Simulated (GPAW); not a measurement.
# AlN: equation of state with PBEint

Crystal: AlN.

```
Al N
1.0
     0.00000    2.18399    2.18399
     2.18399    0.00000    2.18399
     2.18399    2.18399    0.00000
Al N
1 1
Direct
  0.00000 0.00000 0.00000
  0.75000 0.75000 0.75000
```

Measurements of this composition are mostly on another form, of space group No. 186.

- Program: GPAW 26.7.0
- Task: equation of state
- Functional: PBEint
- Potentials or basis: PAW data sets generated in the run's folder for this functional
- Cutoff: 800 eV
- Basis: pw
- k mesh: 10 × 10 × 10
- Occupations: fermi-dirac, width 0.05 eV
- Spin: no spin polarisation

* Equilibrium volume: 10.67 Å³/atom
* Bulk modulus: 196 GPa
* Pressure derivative of the bulk modulus: 4.0

Energy against volume, from the lowest point:
```csv
volume (Å³/atom),energy (meV/atom)
9.792,50.56
10.001,28.33
10.209,12.90
10.417,3.60
10.626,0.00
10.834,1.44
11.042,7.44
```

Wall time 88 s on 1 thread of Arm Neoverse V1 (shared host), peak memory 0.22 GiB.
